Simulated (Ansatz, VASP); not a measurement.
**One calculation of Ba, two programs**

Contents of POSCAR:

```
Ba
1.0
    3.9177175405      0.0000000000      0.0000000000
    0.0000000000      3.9177175405      0.0000000000
    0.0000000000      0.0000000000      3.9177175405
Ba
1
Direct
    0.0000000000      0.0000000000      0.0000000000
```

Contents of INCAR.step1:

```
ALGO = Normal
EDIFF = 1E-4
ENCUT = 520
GGA = PE
ISMEAR = 0
LASPH = T
LCHARG = F
LREAL = F
LWAVE = T
NBANDS = 11
NELM = 100
PREC = Accurate
SIGMA = 0.15
```

The input INCAR.step2:

```
ALGO = Normal
EDIFF = 1E-6
ENCUT = 520
ISIF = 2
ISMEAR = 0
ISTART = 1
LASPH = T
LCHARG = T
LELF = T
LMIXTAU = T
LREAL = F
LVHAR = T
LWAVE = F
METAGGA = R2SCAN
NBANDS = 11
NELM = 100
PREC = Accurate
SIGMA = 0.15
```

The input KPOINTS:

```
k-points
0
Gamma
  12 12 12
```

Input for Ansatz:

```yaml
crystal:
  lattice:
    - [3.9177175405, 0.0, 0.0]
    - [0.0, 3.9177175405, 0.0]
    - [0.0, 0.0, 3.9177175405]
  atoms:
    - { symbol: Ba, position: [0.0, 0.0, 0.0] }
basis:
  ecutwfc: 500
kpoints:
  mp_grid: { grid: [12, 12, 12] }
hamiltonian:
  xc: r2scan
scf:
  occupations: { method: gaussian, width: 0.15 }
output:
  forces: true
  stress: true
  eigenvalues: true
```

This isn't the form of Ba at room conditions, which is bcc.

Alike in both runs: task single point; functional r2SCAN; k mesh 12 × 12 × 12; occupations gaussian, width 0.15 eV; no spin polarisation.

```csv
,VASP,Ansatz
version,VASP 6.6.1,Ansatz 0.2.0
potentials or method,"VASP PAW PBE potentials, release 64 (Ba_sv)","scalar-relativistic, plane waves, PAW"
plane-wave cutoff (eV),520,500
valence electrons in the cell,10,10
```

```tsv
	VASP	Ansatz	Ansatz less VASP
gap on the k mesh at the Fermi level (eV)	none	none	-
pressure (GPa)	0.1	-0.1	-0.14
```

A gap of «none» marks a metal or a gap that the smearing closes.

Caveats: the PAW data sets were made with another functional, which shifts forces and pressure a little (VASP). Spin-orbit coupling is left out, which matters for the levels of Ba.
